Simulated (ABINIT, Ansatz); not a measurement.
## ZnSe (Stilleite): G0W0 on several meshes in ABINIT

Wanted: mesh dependence and cost of G0W0 for ZnSe (Stilleite).

Main program and level: ABINIT 10.8.3; PBE and many-body steps on it, plane waves.

### Step 1. Starting point

It takes space group F-43m (No. 216, cubic). The conventional cell has a = 5.668 Å, b = 5.668 Å, c = 5.668 Å, α = 90.00°, β = 90.00°, γ = 90.00°. Nearest to Zn lie 4 Se at 2.45 Å. Se has 4 Zn at 2.45 Å nearest. Farther neighbours and most contacts between anions are not listed.

The cell and positions come from the Crystallography Open Database and are kept as given unless a step says otherwise.

### Step 2. Empty states on the mesh, 4×4×4 mesh, 322 bands

This step: ABINIT 10.8.3; DFT, PBE, plane waves, norm-conserving pseudopotentials.

The sums over transitions need many empty states on a uniform mesh; this step solves for them.

run.abi

```
acell 3*1.0 Angstrom
rprim 
  -0.000000000000 2.833800000000 2.833800000000
  2.833800000000 0.000000000000 2.833800000000
  2.833800000000 2.833800000000 -0.000000000000
ntypat 2
znucl 30 34
natom 2
typat 1 2
xred 
  0.000000000000 0.000000000000 0.000000000000
  0.250000000000 0.250000000000 0.250000000000
pp_dirpath "pseudos"
pseudos "Zn.upf, Se.upf"
ecut 48
ngkpt 4 4 4
nshiftk 1
shiftk 0 0 0
kptopt 1
chksymbreak 0
irdden 1
istwfk *1
nband 322
prtvol 0
optdriver 6
gwr_task "HDIAGO"
paral_kgb 0
occopt 1
indata_prefix "in"
outdata_prefix "out"
tmpdata_prefix "tmp"
```

Command:

```bash
$ OMP_NUM_THREADS=1 mpirun -n 4 abinit run.abi > log
```

The program printed:

```text
.Version 10.8.3 of ABINIT. v10.8.2 released Aug 2026.

 Symmetries : space group F-4 3 m (#216); Bravais cF (face-center cubic)
[... echo of the input left out ...]
== DATASET  1 ==================================================================
-   mpi_nproc: 4, omp_nthreads: 1 (-1 if OMP is not activated)

--- !DatasetInfo
iteration_state: {dtset: 1, }
dimensions: {natom: 2, nkpt: 8, mband: 322, nsppol: 1, nspinor: 1, nspden: 1, mpw: 4910, }
cutoff_energies: {ecut:  48.0, pawecutdg:  -1.0, }
[...]
Direct band gap semiconductor
 Fundamental gap:     1.289 (eV)
   VBM:     4.164 (eV) at k: [ 0.0000E+00,  0.0000E+00,  0.0000E+00]
   CBM:     5.453 (eV) at k: [ 0.0000E+00,  0.0000E+00,  0.0000E+00]
 Direct gap:         1.289 (eV) at k: [ 0.0000E+00,  0.0000E+00,  0.0000E+00]

== END DATASET(S) ==============================================================
================================================================================

 -outvars: echo values of variables after computation  --------
           etotal      0.0000000000E+00
            nband         322
             nkpt           8
          spgroup         216
 [... the other variables as echoed above ...]

 Calculation completed.
```

Elapsed: 4.9 min, on 4 MPI ranks of Intel Xeon Platinum 8259CL at 2.50GHz (Skylake/Cascade Lake), shared host; peak memory 5.4 GiB; 19 min of CPU time.

This step gave:

```yaml
gap: 1.289 eV
k_of_the_valence_top: 0, 0, 0
k_of_the_conduction_bottom: 0, 0, 0
least_direct_gap: 1.289 eV
k_points_computed: 8
lowest_point_of_the_top_converged_band_above_the_valence_top: 188.7951 eV
```

On this mesh the gap is 1.289 eV.

The density comes from a self-consistent run that is not shown.

### Step 3. Screening, 4×4×4 mesh, 141 bands, screening to 176.9 eV

The RPA dielectric matrix is built and inverted for each q.

This step: RPA screening on PBE, plane waves, norm-conserving pseudopotentials.

Edit run.abi of step 2 so:

```diff
@@ -20,10 +20,11 @@
 chksymbreak 0
-irdden 1
 istwfk *1
-nband 322
-prtvol 0
-optdriver 6
-gwr_task "HDIAGO"
-paral_kgb 0
 occopt 1
+irdwfk 1
+optdriver 3
+nband 141
+ecuteps 6.5
+inclvkb 2
+awtr 1
+symchi 1
 indata_prefix "in"
```

The program printed:

```text
.Version 10.8.3 of ABINIT. v10.8.2 released Aug 2026.

 Symmetries : space group F-4 3 m (#216); Bravais cF (face-center cubic)
[... echo of the input left out ...]
== DATASET  1 ==================================================================
-   mpi_nproc: 4, omp_nthreads: 1 (-1 if OMP is not activated)

--- !DatasetInfo
iteration_state: {dtset: 1, }
dimensions: {natom: 2, nkpt: 8, mband: 141, nsppol: 1, nspinor: 1, nspden: 1, mpw: 4910, }
cutoff_energies: {ecut:  48.0, pawecutdg:  -1.0, }
electrons: {nelect:   4.40000000E+01, charge:   0.00000000E+00, occopt:   1.00000000E+00, tsmear:   1.00000000E-02, }

 SCREENING: Calculation of the susceptibility and dielectric matrices

 Based on a program developped by R.W. Godby, V. Olevano, G. Onida, and L. Reining.
 Incorporated in ABINIT by V. Olevano, G.-M. Rignanese, and M. Torrent.
.Using double precision arithmetic ; gwpc =  8

[... cell and pseudopotentials left out ...]
--------------------------------------------------------------------------------

 ==== K-mesh for the wavefunctions ====
 Number of points in the irreducible wedge :     8
[... list of points left out ...]
 Together with 24 symmetry operations and time-reversal symmetry
 yields    64 points in the full Brillouin Zone.

 ==== Q-mesh for the screening function ====
 Number of points in the irreducible wedge :     8
[... list of points left out ...]
 Together with 24 symmetry operations and time-reversal symmetry
 yields    64 points in the full Brillouin Zone.

 setmesh: FFT mesh size selected  =    32x   32x   32
          total number of points  =        32768

 vcoul_init : cutoff-mode = AUXILIARY_FUNCTION
 q-points for optical limit:   1
     1)      0.000010    0.000020    0.000030

- screening: taking advantage of time-reversal symmetry
- Maximum band index for partially occupied states nbvw = 22
- Remaining bands to be divided among processors   nbcw = 119
- Number of bands treated by each node ~29

 Number of electrons calculated from density =   44.0000; Expected =   44.0000
 average of density, n =  0.143258
 r_s =    1.1856
 omega_plasma =   36.5103 [eV]

 calculating chi0 at frequencies [eV] :
  1    0.000000E+00    0.000000E+00
  2    0.000000E+00    3.651025E+01

--------------------------------------------------------------------------------
  q-point number  1        q = ( 0.000000, 0.000000, 0.000000) [r.l.u.]
--------------------------------------------------------------------------------
[... chi0 elements left out ...]
 For q-point:  0.000010 0.000020 0.000030
  dielectric constant =  13.5305
  dielectric constant without local fields =  14.4770

  Average fulfillment of the sum rule on Im[epsilon] for q-point    1 :     41.36  [%]
[... wings left out ...]
  q-point number  2        q = ( 0.250000, 0.000000, 0.000000) [r.l.u.]
--------------------------------------------------------------------------------
[... chi0 elements left out ...]
  Average fulfillment of the sum rule on Im[epsilon] for q-point    2 :     48.48  [%]

 [... 6 further q-points ...]
```

Wall time 3.8 min (4 MPI ranks); peak memory 1.4 GiB.

This step gave:

```
ε∞ with local fields, on this mesh, along the program's q direction : 13.53
the same without local fields                                       : 14.48
plasma frequency                                                    : 36.51 eV
plane waves in the screening matrix                                 : 259
```

Local fields lower ε∞ by 7 %. On a Γ-centred mesh this coarse the value itself is usually too large, while a short band sum pulls it down.

### Step 4. 4×4×4

The self-energy is evaluated for the states that the input lists, and the levels follow from it, in one-shot runs by the linearised quasiparticle equation.

This step: G0W0 on PBE, plane waves, norm-conserving pseudopotentials.

Edit run.abi of step 3 so:

```diff
@@ -23,8 +23,15 @@
 irdwfk 1
-optdriver 3
+optdriver 4
 nband 141
+gwcalctyp 0
+ecutsigx 48
+symsigma 1
+nkptgw 1
+kptgw 
+  0.0000000000 0.0000000000 0.0000000000
+bdgw 
+  20 26
 ecuteps 6.5
-inclvkb 2
-awtr 1
-symchi 1
+irdscr 1
+ppmodel 1
 indata_prefix "in"
```

The program printed:

```text
.Version 10.8.3 of ABINIT. v10.8.2 released Aug 2026.

 Symmetries : space group F-4 3 m (#216); Bravais cF (face-center cubic)
[... echo of the input left out ...]
== DATASET  1 ==================================================================
-   mpi_nproc: 4, omp_nthreads: 1 (-1 if OMP is not activated)

--- !DatasetInfo
iteration_state: {dtset: 1, }
dimensions: {natom: 2, nkpt: 8, mband: 141, nsppol: 1, nspinor: 1, nspden: 1, mpw: 4910, }
cutoff_energies: {ecut:  48.0, pawecutdg:  -1.0, }
electrons: {nelect:   4.40000000E+01, charge:   0.00000000E+00, occopt:   1.00000000E+00, tsmear:   1.00000000E-02, }

 SIGMA: Calculation of the GW corrections

 Based on a program developped by R.W. Godby, V. Olevano, G. Onida, and L. Reining.
 Incorporated in ABINIT by V. Olevano, G.-M. Rignanese, and M. Torrent.
.Using double precision arithmetic ; gwpc =  8

[... cell and pseudopotentials left out ...]
--------------------------------------------------------------------------------

 ==== K-mesh for the wavefunctions ====
 Number of points in the irreducible wedge :     8
[... list of points left out ...]
 Together with 24 symmetry operations and time-reversal symmetry
 yields    64 points in the full Brillouin Zone.

 ==== Q-mesh for screening function ====
 Number of points in the irreducible wedge :     8
[... list of points left out ...]
 Together with 24 symmetry operations and time-reversal symmetry
 yields    64 points in the full Brillouin Zone.

 vcoul_init : cutoff-mode = AUXILIARY_FUNCTION
 q-points for optical limit:   1
     1)      0.000010    0.000020    0.000030
 setmesh: FFT mesh size selected  =    48x   48x   48
          total number of points  =       110592

 Number of electrons calculated from density =   44.0000; Expected =   44.0000
 average of density, n =  0.143258
 r_s =    1.1856
 omega_plasma =   36.5103 [eV]

 === KS Band Gaps ===
  >>>> For spin  1
   Minimum direct gap =   1.2885 [eV], located at k-point      :   0.0000  0.0000  0.0000
   Fundamental gap    =   1.2885 [eV], Top of valence bands at :   0.0000  0.0000  0.0000
                                       Bottom of conduction at :   0.0000  0.0000  0.0000
 SIGMA fundamental parameters:
 PLASMON POLE MODEL  1
 number of plane-waves for SigmaX                 4909
 number of plane-waves for SigmaC and W            259
 number of plane-waves for wavefunctions          4909
 number of bands                                   141
 number of independent spin polarizations            1
 number of spinorial components                      1
 number of k-points in IBZ                           8
 number of q-points in IBZ                           8
 number of symmetry operations                      24
 number of k-points in BZ                           64
 number of q-points in BZ                           64
 number of frequencies for dSigma/dE                 9
 frequency step for dSigma/dE [eV]                0.25
 number of omega for Sigma on real axis              0
 max omega for Sigma on real axis  [eV]           0.00
 zcut for avoiding poles [eV]                     0.10

 EPSILON^-1 parameters (SCR file):
 dimension of the eps^-1 matrix on file            259
 dimension of the eps^-1 matrix used               259
 number of plane-waves for wavefunctions          4909
 number of bands                                   141
 number of q-points in IBZ                           8
 number of frequencies                               2
 number of real frequencies                          1
 number of imag frequencies                          1

 matrix elements of self-energy operator (all in [eV])

 Perturbative Calculation

--- !SelfEnergy_ee
iteration_state: {dtset: 1, }
kpoint     : [   0.000,    0.000,    0.000, ]
spin       : 1
KS_gap     :    1.289
QP_gap     :    2.009
Delta_QP_KS:    0.720
data: !SigmaeeData |
     Band     E0 <VxcDFT>   SigX SigC(E0)      Z dSigC/dE  Sig(E)    E-E0       E
       20   4.164 -17.093 -19.827   1.964   0.801  -0.249 -17.710  -0.617   3.547
       21   4.164 -17.093 -19.827   1.964   0.801  -0.249 -17.710  -0.617   3.547
       22   4.164 -17.093 -19.827   1.964   0.801  -0.249 -17.710  -0.617   3.547
       23   5.453 -12.787  -8.817  -3.844   0.817  -0.223 -12.684   0.103   5.556
       24   9.979 -11.028  -6.246  -4.412   0.818  -0.223 -10.725   0.303  10.282
       25   9.979 -11.028  -6.246  -4.412   0.818  -0.223 -10.725   0.303  10.282
       26   9.979 -11.028  -6.246  -4.412   0.818  -0.223 -10.725   0.303  10.282

== END DATASET(S) ==============================================================
================================================================================

 -outvars: echo values of variables after computation  --------
           etotal      0.0000000000E+00
            nband         141
             nkpt           8
          spgroup         216
 [... the other variables as echoed above ...]

 Calculation completed.
```

Run time: 21 s. Hardware: 4 MPI ranks; peak memory 1.1 GiB; 81 s of CPU time.

Numbers from this step:

| Quantity | Value |
| --- | --- |
| G0W0 gap on the points computed | 2.009 eV |
| starting gap on the mesh | 1.289 eV |
| k of the valence top | 0, 0, 0 |
| k of the conduction bottom | 0, 0, 0 |
| Z at the valence top | 0.801 |
| Z at the conduction bottom | 0.817 |
| least direct G0W0 gap on the computed points | 2.009 eV |

The gap on the mesh goes from 1.29 eV to 2.01 eV, a correction of +0.72 eV.

### Step 5. Empty states on the mesh, 6×6×6 mesh, 149 bands

This step: DFT, PBE, plane waves, norm-conserving pseudopotentials.

Edit run.abi of step 4 so:

```diff
@@ -15,3 +15,3 @@
 ecut 48
-ngkpt 4 4 4
+ngkpt 6 6 6
 nshiftk 1
@@ -20,18 +20,10 @@
 chksymbreak 0
+irdden 1
 istwfk *1
+nband 149
+prtvol 0
+optdriver 6
+gwr_task "HDIAGO"
+paral_kgb 0
 occopt 1
-irdwfk 1
-optdriver 4
-nband 141
-gwcalctyp 0
-ecutsigx 48
-symsigma 1
-nkptgw 1
-kptgw 
-  0.0000000000 0.0000000000 0.0000000000
-bdgw 
-  20 26
-ecuteps 6.5
-irdscr 1
-ppmodel 1
 indata_prefix "in"
```

The program printed:

```text
[banner, memory and clock lines left out]
.Version 10.8.3 of ABINIT. v10.8.2 released Aug 2026.

 Symmetries : space group F-4 3 m (#216); Bravais cF (face-center cubic)
[... echo of the input left out ...]
== DATASET  1 ==================================================================
-   mpi_nproc: 4, omp_nthreads: 1 (-1 if OMP is not activated)

--- !DatasetInfo
iteration_state: {dtset: 1, }
dimensions: {natom: 2, nkpt: 16, mband: 149, nsppol: 1, nspinor: 1, nspden: 1, mpw: 4910, }
cutoff_energies: {ecut:  48.0, pawecutdg:  -1.0, }
[...]
Integrated=    4.4000E+01

 === KS gaps after direct diagonalization ===
 Direct band gap semiconductor
 Fundamental gap:     1.289 (eV)
   VBM:     4.164 (eV) at k: [ 0.0000E+00,  0.0000E+00,  0.0000E+00]
   CBM:     5.453 (eV) at k: [ 0.0000E+00,  0.0000E+00,  0.0000E+00]
 Direct gap:         1.289 (eV) at k: [ 0.0000E+00,  0.0000E+00,  0.0000E+00]

== END DATASET(S) ==============================================================

 -outvars: echo values of variables after computation  --------
           etotal      0.0000000000E+00
            nband         149
             nkpt          16
          spgroup         216
 [... the other variables as echoed above ...]

 Calculation completed.
```

Wall time 9.4 min (4 MPI ranks); peak memory 5.4 GiB; 38 min of CPU time.

This step gave:

* gap: 1.289 eV
* k of the valence top: 0, 0, 0
* k of the conduction bottom: 0, 0, 0
* least direct gap: 1.289 eV
* k points computed: 16
* lowest point of the top converged band, above the valence top: 99.3235 eV

On this mesh the gap is 1.289 eV.

(Part 1 of 2 ends here.)

[Paths, hosts, dates, memory and timing lines, banners, echoed tables and standing remarks are left out of the program output.]

[Logs are printed without paths, hosts, clocks, repeated set-up lines and the standing remarks that a program may print on its own settings, such as how far it seeks lower states.]

[Runs of the session that timed out or met a known fault of the program may be left out.]

[Hosts, paths, dates, database ids (printed as entryN), source tags and the programs' standing remarks are cut or masked in the printed files.]

[G0W0 gaps are taken among the corrected bands and points alone; a level outside them can change the order at an edge.]

[Where Ansatz stands beside ABINIT at settings called matched, ABINIT's density can come from a denser mesh and the files from another edition; pairs whose starting gaps differed by over 0.03 eV were left out, so agreement reads better than it is.]
